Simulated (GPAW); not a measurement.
# MgB2 (P6/mmm) in GPAW: further runs

One crystal, MgB2, is run at these levels: LDA, PBE; tasks: single point.

Program: GPAW 26.7.0. These are calculated values, not measurements. Logs are shortened: lines on timing, memory, paths and dates and some standing lists are left out, and cuts for length are marked. The log counts tension as positive stress, the text compression.

## (1) The structure

Symmetry: P6/mmm, No. 191, hexagonal system. The conventional cell has a = 3.085 Å, b = 3.085 Å, c = 3.523 Å, α = 90.00°, β = 90.00°, γ = 120.00°. Around Mg (site symmetry 6/mmm) lie 12 B at 2.51 Å. Around B (site symmetry -6m2) lie 3 B at 1.78 Å.

## (2) Single point, LDA

Contents of run.py:

```python
from ase.dft.bandgap import bandgap
from ase.io import read, write
from ase.units import GPa
from gpaw import GPAW, PW

atoms = read('MgB2.xyz')

calc = GPAW(mode=PW(550),
            xc='LDA',
            kpts={'size': (8, 8, 6), 'gamma': True},
            occupations={'name': 'fermi-dirac', 'width': 0.05},
            nbands=17,
            maxiter=120,
            txt='gpaw.txt')
atoms.calc = calc
energy = atoms.get_potential_energy()
forces = atoms.get_forces()
stress = atoms.get_stress()
calc.write('gs.gpw')
write('result.traj', atoms)
print(f'Energy: {energy:.6f} eV')
print('Forces (eV/A):')
print(forces.round(4))
print('Stress (GPa):', (stress / GPa).round(3))
print('Fermi level:', round(calc.get_fermi_level(), 4), 'eV')
print(f'Gap: {bandgap(calc)[0]:.4f} eV, direct: {bandgap(calc, direct=True)[0]:.4f} eV')
```

Contents of MgB2.xyz:

```xyz
3
Lattice="3.0850000000 0.0000000000 0.0000000000 -1.5425000000 2.6716883707 0.0000000000 0.0000000000 0.0000000000 3.5230000000" Properties=species:S:1:pos:R:3 pbc="T T T"
Mg     0.0000000000      0.0000000000      0.0000000000
B      1.5425000002      0.8905627901      1.7615000000
B     -0.0000000002      1.7811255806      1.7615000000
```

Potentials or basis: the program's PAW data sets (release 1.2.1) made for this functional, pw.

Command:

```console
$ OMP_NUM_THREADS=1 python run.py
```

gpaw.txt:

```text
__  _  _
 | _ |_)|_||  |
 |__||  | ||/\| - 26.7.0

Input parameters:
  mode=PW(ecut=550.0),
  kpts=MonkhorstPack(size=(8, 8, 6), gamma=True),
  maxiter=120,
  nbands=17,
  occupations=Occupations(name='fermi-dirac', width=0.05),
  xc=XC(name='LDA')

Diagonalizing LCAO Hamiltonian
Converting LCAO to pw mode

         B  B

       Mg

Atoms  # Å, Bohr magnetons
|   | symbol |         x |        y |        z |    initial magnetic moments |
|---|--------|-----------|----------|----------|-----------------------------|
| 0 |     Mg |  0.000000 | 0.000000 | 0.000000 | ( 0.0000,  0.0000,  0.0000) |
| 1 |      B |  1.542500 | 0.890563 | 1.761500 | ( 0.0000,  0.0000,  0.0000) |
| 2 |      B | -0.000000 | 1.781126 | 1.761500 | ( 0.0000,  0.0000,  0.0000) |

Unit cell  # Å
| periodic |         x |        y |        z |  lengths |     angles |
|----------|-----------|----------|----------|----------|------------|
|      yes |  3.085000 | 0.000000 | 0.000000 | 3.085000 |  90.000000 |
|      yes | -1.542500 | 2.671688 | 0.000000 | 3.085000 |  90.000000 |
|      yes |  0.000000 | 0.000000 | 3.523000 | 3.523000 | 120.000000 |

Number of symmetries: 24
Symmetry operations  # r_c * U_cc + t_c -> r_c
|    | kind |            matrix            |
|----|------|------------------------------|
|  0 |  σ   |  1, 1, 0,  0,-1, 0,  0, 0, 1 |
|  1 |  C2  |  1, 1, 0,  0,-1, 0,  0, 0,-1 |
|  2 |  C6  |  1, 1, 0, -1, 0, 0,  0, 0, 1 |
|  3 |  S6  |  1, 1, 0, -1, 0, 0,  0, 0,-1 |
|  4 |  E   |  1, 0, 0,  0, 1, 0,  0, 0, 1 |
|  5 |  σ   |  1, 0, 0,  0, 1, 0,  0, 0,-1 |
|  6 |  σ   |  1, 0, 0, -1,-1, 0,  0, 0, 1 |
|  7 |  C2  |  1, 0, 0, -1,-1, 0,  0, 0,-1 |
|  8 |  σ   |  0, 1, 0,  1, 0, 0,  0, 0, 1 |
|  9 |  C2  |  0, 1, 0,  1, 0, 0,  0, 0,-1 |
| 10 |  C3  |  0, 1, 0, -1,-1, 0,  0, 0, 1 |
| 11 |  S3  |  0, 1, 0, -1,-1, 0,  0, 0,-1 |
| 12 |  C6  |  0,-1, 0,  1, 1, 0,  0, 0, 1 |
| 13 |  S6  |  0,-1, 0,  1, 1, 0,  0, 0,-1 |
| 14 |  σ   |  0,-1, 0, -1, 0, 0,  0, 0, 1 |
| 15 |  C2  |  0,-1, 0, -1, 0, 0,  0, 0,-1 |
| 16 |  σ   | -1, 0, 0,  1, 1, 0,  0, 0, 1 |
| 17 |  C2  | -1, 0, 0,  1, 1, 0,  0, 0,-1 |
| 18 |  C2  | -1, 0, 0,  0,-1, 0,  0, 0, 1 |
| 19 |  i   | -1, 0, 0,  0,-1, 0,  0, 0,-1 |
| 20 |  C3  | -1,-1, 0,  1, 0, 0,  0, 0, 1 |
| 21 |  S3  | -1,-1, 0,  1, 0, 0,  0, 0,-1 |
| 22 |  σ   | -1,-1, 0,  0, 1, 0,  0, 0, 1 |
| 23 |  C2  | -1,-1, 0,  0, 1, 0,  0, 0,-1 |

BZ-sampling:
  Number of BZ points: 384
  Number of IBZ points: 40

  Monkhorst-Pack size: [8, 8, 6]
  Monkhorst-Pack shift: [0.0625, 0.0625, 0.08333333333333333]

K-points  # in reciprocal-cell coordinates
|     |                                coordinates |     weight |
|-----|--------------------------------------------|------------|
|   0 | (  0.00000000,   0.00000000,   0.00000000) | 0.00260417 |
|   1 | (  0.00000000,   0.00000000,   0.16666667) | 0.00520833 |
|   2 | (  0.00000000,   0.00000000,   0.33333333) | 0.00520833 |
|   3 | (  0.00000000,   0.00000000,   0.50000000) | 0.00260417 |
|   4 | (  0.12500000,   0.00000000,   0.00000000) | 0.01562500 |
|   5 | (  0.12500000,   0.00000000,   0.16666667) | 0.03125000 |
|   6 | (  0.12500000,   0.00000000,   0.33333333) | 0.03125000 |
|   7 | (  0.12500000,   0.00000000,   0.50000000) | 0.01562500 |
|   8 | (  0.25000000,  -0.12500000,   0.00000000) | 0.01562500 |
|   9 | (  0.25000000,  -0.12500000,   0.16666667) | 0.03125000 |
| ... |                                            |            |
|  39 | (  0.50000000,   0.50000000,   0.50000000) | 0.00781250 |

Plane wave coefficients: 864
Cutoff: 550.0 eV

Spin-components: 1 (collinear spins)
Bands:           17
Projectors:      15
Spin-degeneracy: 2
Datatype:        complex128

Parallelization:
  kpt:    1
  domain: 1
  band:   1

Density:
  Valence electrons: 16.0
  Components: 1
  Grid points: [18 18 20]
  Charge: 0.0  # |e|

Potential:
  Grid points: [18 18 20]

species:
  Mg:
    name:    Magnesium
    Z:       12.0
    valence: 10
    core:    2
    charge:  0.0  # [|e|]
    compensation charges:
      type: gauss
      rc: 0.33  # [Å]
      lmax: 2
    cutoffs:
      filter: 1.86  # [Å]
      core: 0.54  # [Å]
    projectors
    | kind |    occ | energy [eV] | rcut [Å] |
    |------|--------|-------------|----------|
    |   2s |  2.000 |     -79.291 |    1.090 |
    |   3s |  2.000 |      -4.782 |    1.090 |
    |   2p |  6.000 |     -46.725 |    1.085 |
    |   3p |  0.000 |      -1.374 |    1.085 |
    |    d |        |       0.000 |    1.037 |

    Using partial waves for Mg as LCAO basis

  B:
    name:    Boron
    Z:       5.0
    valence: 3
    core:    2
    charge:  0.0  # [|e|]
    compensation charges:
      type: gauss
      rc: 0.20  # [Å]
      lmax: 2
    cutoffs:
      filter: 1.14  # [Å]
      core: 1.42  # [Å]
    projectors
    | kind |    occ | energy [eV] | rcut [Å] |
    |------|--------|-------------|----------|
    |   2s |  2.000 |      -9.383 |    0.635 |
    |   2p |  1.000 |      -3.714 |    0.635 |
    |    s |        |      17.828 |    0.635 |
    |    p |        |      23.498 |    0.635 |
    |    d |        |       0.000 |    0.635 |

    Using partial waves for B as LCAO basis

Reference energy: -6752.458585  # eV

eigensolver:
  PPCG
  Converge bands: occupied
  niter=2

density mixing:
  MSR1-Mixer
  Pratt-step length: 0.05
  Maximum mixing coefficient: 0.75
  Old densities: 10
  SVD Regularization: 0.005
  Good broyden scale: 1.0
  Trust region scale: 1.0
  Backstep threshold: 4.0
  History deletion threshold: 6.0
  Fourier metric: weight=20.0, sigma=0.015

occupation numbers:
  Fermi-Dirac:
    width: 0.0500  # eV

poisson solver:
  ecut: 4400.0  # eV

xc functional:
  name: None

convergence criteria:
- Maximum [total energy] change in last 3 cyles: 0.0005 eV / valence electron
- Maximum integral of absolute [dens]ity change: 0.0001 electrons / valence electron
- Maximum integral of absolute [eigenst]ate change: 4e-08 eV^2 / valence electron
maximum number of iterations: 120

SCF iterations
|iter     | |      energy | eigst |  dens |
|---------|-|-------------|-------|-------|
|iter:   1| |  -18.858104 | -0.04 |       |
|iter:   2| |  -18.554219 | -2.61 | -0.93 |
|iter:   3| |  -17.233038 | -1.46 | -0.97 |
|iter:   4| |  -17.229406 | -3.70 | -1.79 |
|iter:   5| |  -17.229994c| -4.19 | -2.11 |
|iter:   6| |  -17.229850c| -5.21 | -2.82 |
|iter:   7| |  -17.229835c| -6.29 | -3.34 |
|iter:   8| |  -17.229835c| -7.84c| -4.42c|

Converged in 8 steps
Energy contributions relative to reference atoms: (reference = -6752.458585)

Energy contributions:
  Kinetic:           9.727609
  Coulomb:          -5.759493
  Zero:             -0.083392
  External:          0.000000
  Xc:              -21.109400
  Entropy:          -0.010318
  Spinorbit:         0.000000
  ----------------------------
  Free energy:     -17.234994
  Extrapolated:    -17.229835

dipole moment: (-2.232113, -3.866133, -5.098045)  # |e|*Ang

Fermi level: 6.973
Eigenvalues  # (at kpt = [0.000, 0.000, 0.000])
| band index |      eig [eV] | occ [0-2] |
|------------|---------------|-----------|
|          0 |       -67.617 |     2.000 |
|          1 |       -35.059 |     2.000 |
|          2 |       -35.059 |     2.000 |
|          3 |       -35.048 |     2.000 |
|          4 |        -5.301 |     2.000 |
|          5 |         4.056 |     2.000 |
|          6 |         7.331 |     0.002 |
|          7 |         7.331 |     0.002 |
|          8 |         8.633 |     0.000 |
|          9 |        13.244 |     0.000 |
|         10 |        13.244 |     0.000 |
|         11 |        15.195 |     0.000 |
|         12 |        16.790 |     0.000 |
|         13 |        19.531 |     0.000 |
|        ... |               |           |
|         16 |        25.762 |     0.000 |

No gap
No difference between direct/indirect transitions

Forces  # eV/Ang
|        x |        y |       z |
|----------|----------|---------|
|  0.00000 | -0.00000 | 0.00000 |  # Mg   0
|  0.00000 | -0.00000 | 0.00000 |  # B    1
| -0.00000 |  0.00000 | 0.00000 |  # B    2

Stress tensor  # eV/Ang^3
|        x |        y |        z |
|----------|----------|----------|
| 0.047847 | 0.000000 | 0.000000 |
| 0.000000 | 0.047847 | 0.000000 |
| 0.000000 | 0.000000 | 0.047037 |

# Writing to gs.gpw (mode='')
```

stdout:

```text
Energy: -17.229835 eV
Forces (eV/A):
[[ 0. -0.  0.]
 [ 0. -0.  0.]
 [-0.  0.  0.]]
Stress (GPa): [7.666 7.666 7.536 0.    0.    0.   ]
Fermi level: 6.9729 eV
Gap: 0.0000 eV, direct: 0.0000 eV
```

Run time: 9.8 s. Hardware: 1 thread of Arm Neoverse V2, shared host; peak memory 0.14 GiB.

The run converged, but some of its settings lie outside the range that counts as converged, so its numbers aren't taken as properties of the crystal.

What came out:

- Free energy: -17.2350 eV
- Pressure: -7.6 GPa
- Band gap on the k mesh: none (metal or under the smearing width)

Caveat: the cutoff is short for stress and forces, so pressures can be off by a GPa or more.

## (3) Single point, PBE

Edit run.py of step 2 so:

```diff
@@ -1,3 +1,4 @@
+from ase import Atoms
 from ase.dft.bandgap import bandgap
-from ase.io import read, write
+from ase.io import write
 from ase.units import GPa
@@ -5,6 +6,13 @@
 
-atoms = read('MgB2.xyz')
+atoms = Atoms(['Mg', 'B', 'B'],
+              cell=[[3.085, 0.0, 0.0],
+                    [-1.5425, 2.6716883707, 0.0],
+                    [0.0, 0.0, 3.523]],
+              scaled_positions=[[0.0, 0.0, 0.0],
+                                [0.6666666667, 0.3333333333, 0.5],
+                                [0.3333333333, 0.6666666667, 0.5]],
+              pbc=True)
 
-calc = GPAW(mode=PW(550),
-            xc='LDA',
+calc = GPAW(mode=PW(600),
+            xc='PBE',
             kpts={'size': (8, 8, 6), 'gamma': True},
```

Potentials or basis: GPAW PAW data sets (gpaw-data 1.2.1), pw.

Command:

```console
$ OMP_NUM_THREADS=1 python run.py
```

gpaw.txt:

```text
__  _  _
 | _ |_)|_||  |
 |__||  | ||/\| - 26.7.0

Input parameters:
  mode=PW(ecut=600.0),
  kpts=MonkhorstPack(size=(8, 8, 6), gamma=True),
  maxiter=120,
  nbands=17,
  occupations=Occupations(name='fermi-dirac', width=0.05),
  xc=XC(name='PBE')

Diagonalizing LCAO Hamiltonian
Converting LCAO to pw mode

         B  B

       Mg

Atoms  # Å, Bohr magnetons
|   | symbol |         x |        y |        z |    initial magnetic moments |
|---|--------|-----------|----------|----------|-----------------------------|
| 0 |     Mg |  0.000000 | 0.000000 | 0.000000 | ( 0.0000,  0.0000,  0.0000) |
| 1 |      B |  1.542500 | 0.890563 | 1.761500 | ( 0.0000,  0.0000,  0.0000) |
| 2 |      B | -0.000000 | 1.781126 | 1.761500 | ( 0.0000,  0.0000,  0.0000) |

Unit cell  # Å
| periodic |         x |        y |        z |  lengths |     angles |
|----------|-----------|----------|----------|----------|------------|
|      yes |  3.085000 | 0.000000 | 0.000000 | 3.085000 |  90.000000 |
|      yes | -1.542500 | 2.671688 | 0.000000 | 3.085000 |  90.000000 |
|      yes |  0.000000 | 0.000000 | 3.523000 | 3.523000 | 120.000000 |

Number of symmetries: 24
Symmetry operations  # r_c * U_cc + t_c -> r_c
|    | kind |            matrix            |
|----|------|------------------------------|
|  0 |  σ   |  1, 1, 0,  0,-1, 0,  0, 0, 1 |
|  1 |  C2  |  1, 1, 0,  0,-1, 0,  0, 0,-1 |
|  2 |  C6  |  1, 1, 0, -1, 0, 0,  0, 0, 1 |
|  3 |  S6  |  1, 1, 0, -1, 0, 0,  0, 0,-1 |
|  4 |  E   |  1, 0, 0,  0, 1, 0,  0, 0, 1 |
|  5 |  σ   |  1, 0, 0,  0, 1, 0,  0, 0,-1 |
|  6 |  σ   |  1, 0, 0, -1,-1, 0,  0, 0, 1 |
[... 146 lines left out ...]
maximum number of iterations: 120

SCF iterations
|iter     | |      energy | eigst |  dens |
|---------|-|-------------|-------|-------|
|iter:   1| |  -16.848330 | +0.08 |       |
|iter:   2| |  -16.577731 | -2.38 | -0.95 |
|iter:   3| |  -15.398849 | -1.32 | -0.99 |
|iter:   4| |  -15.397806 | -3.31 | -1.79 |
|iter:   5| |  -15.399301c| -3.80 | -2.10 |
|iter:   6| |  -15.399241c| -5.14 | -2.87 |
|iter:   7| |  -15.399226c| -5.95 | -3.39 |
|iter:   8| |  -15.399226c| -7.86c| -4.15c|

Converged in 8 steps
Energy contributions relative to reference atoms: (reference = -6788.624023)

Energy contributions:
  Kinetic:          10.239645
  Coulomb:          -6.312079
  Zero:             -0.027703
  External:          0.000000
  Xc:              -19.294029
  Entropy:          -0.010121
  Spinorbit:         0.000000
  ----------------------------
  Free energy:     -15.404287
  Extrapolated:    -15.399226

dipole moment: (-2.215010, -3.836510, -5.058982)  # |e|*Ang

Fermi level: 7.209
Eigenvalues  # (at kpt = [0.000, 0.000, 0.000])
| band index |      eig [eV] | occ [0-2] |
|------------|---------------|-----------|
|          0 |       -68.080 |     2.000 |
|          1 |       -34.852 |     2.000 |
|          2 |       -34.852 |     2.000 |
|          3 |       -34.839 |     2.000 |
|          4 |        -5.199 |     2.000 |
|          5 |         4.276 |     2.000 |
|          6 |         7.564 |     0.002 |
|          7 |         7.564 |     0.002 |
|          8 |         8.870 |     0.000 |
|          9 |        13.505 |     0.000 |
|         10 |        13.505 |     0.000 |
|         11 |        15.284 |     0.000 |
|         12 |        17.135 |     0.000 |
|         13 |        19.898 |     0.000 |
|        ... |               |           |
|         16 |        26.285 |     0.000 |

No gap
No difference between direct/indirect transitions

Forces  # eV/Ang
|        x |        y |       z |
|----------|----------|---------|
|  0.00000 |  0.00000 | 0.00000 |  # Mg   0
| -0.00000 | -0.00000 | 0.00000 |  # B    1
|  0.00000 |  0.00000 | 0.00000 |  # B    2

Stress tensor  # eV/Ang^3
|        x |         y |        z |
|----------|-----------|----------|
| 0.005496 | -0.000000 | 0.000000 |
| 0.000000 |  0.005496 | 0.000000 |
| 0.000000 |  0.000000 | 0.009686 |

# Writing to gs.gpw (mode='')
```

stdout:

```text
Energy: -15.399226 eV
Forces (eV/A):
[[ 0.  0.  0.]
 [-0. -0.  0.]
 [ 0.  0.  0.]]
Stress (GPa): [ 0.881  0.881  1.552  0.     0.    -0.   ]
Fermi level: 7.2085 eV
Gap: 0.0000 eV, direct: 0.0000 eV
```

Run time: 10 s. Hardware: 1 thread of Arm Neoverse V2, shared host; peak memory 0.14 GiB.

What came out:

```yaml
Free_energy: -15.4043 eV
Pressure: -1.1 GPa
Band_gap_on_the_k_mesh: none (metal or under the smearing width)
```

Caveat: the cutoff is short for stress and forces, so pressures can be off by a GPa or more.
